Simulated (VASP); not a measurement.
Write the native input for VASP 6.6.1 that does the following.

| Property | Result |
| --- | --- |
| Task | single point |
| Functional | r2SCAN |
| Potentials or basis | VASP PAW PBE potentials, release 64 (Ba_sv) |
| Cutoff | 520 eV |
| k mesh | 6 × 6 × 6 |
| Occupations | fermi-dirac, width 0.05 eV |
| Spin | no spin polarisation |
| Dipole correction | no |
| Further INCAR settings | ALGO = Normal; EDIFF = 1e-07; NBANDS = 11 |

Ba:

```
Ba
1.0
     3.91772    0.00000    0.00000
     0.00000    3.91772    0.00000
     0.00000    0.00000    3.91772
Ba
1
Direct
  0.00000 0.00000 0.00000
```

This isn't the form of Ba at room conditions, which is bcc.

These files were run (other wordings do the same):

POSCAR

```
Ba
1.0
    3.9177200000      0.0000000000      0.0000000000
    0.0000000000      3.9177200000      0.0000000000
    0.0000000000      0.0000000000      3.9177200000
Ba
1
Direct
    0.0000000000      0.0000000000      0.0000000000
```

INCAR.step1

```
SYSTEM = Ba
PREC = Accurate
ENCUT = 520
ISMEAR = -1
SIGMA = 0.05
LREAL = .FALSE.
LASPH = .TRUE.
NELM = 100
NBANDS = 11
GGA = PE
ALGO = Normal
EDIFF = 1E-4
LWAVE = .TRUE.
LCHARG = .FALSE.
```

INCAR.step2

```
SYSTEM = Ba
PREC = Accurate
ENCUT = 520
EDIFF = 1E-7
ISMEAR = -1
SIGMA = 0.05
LREAL = .FALSE.
LASPH = .TRUE.
NELM = 100
ALGO = Normal
ISIF = 2
LWAVE = .FALSE.
LCHARG = .FALSE.
METAGGA = R2SCAN
LMIXTAU = .TRUE.
NBANDS = 11
ISTART = 1
```

KPOINTS

```
Automatic mesh
0
G
  6 6 6
  0 0 0
```

Potentials or basis: VASP PAW PBE potentials, release 64 (Ba_sv).

The run is started by

```console
$ cat potpaw_PBE.64/Ba_sv/POTCAR > POTCAR
$ cp INCAR.step1 INCAR
$ mpirun -np 1 vasp_std > vasp.out
$ cp INCAR.step2 INCAR
$ mpirun -np 1 vasp_std > vasp.out
```

It gave:

```yaml
Pressure: 0.2 GPa
Band_gap_on_the_k_mesh: none (metal or under the smearing width)
```

Caveat: the PAW data sets were made with another functional, which shifts forces and pressure a little.

It took 24 s on 1 thread of Intel(R) Xeon(R) 6975P-C (Granite Rapids) (shared host), peak memory 0.17 GiB.
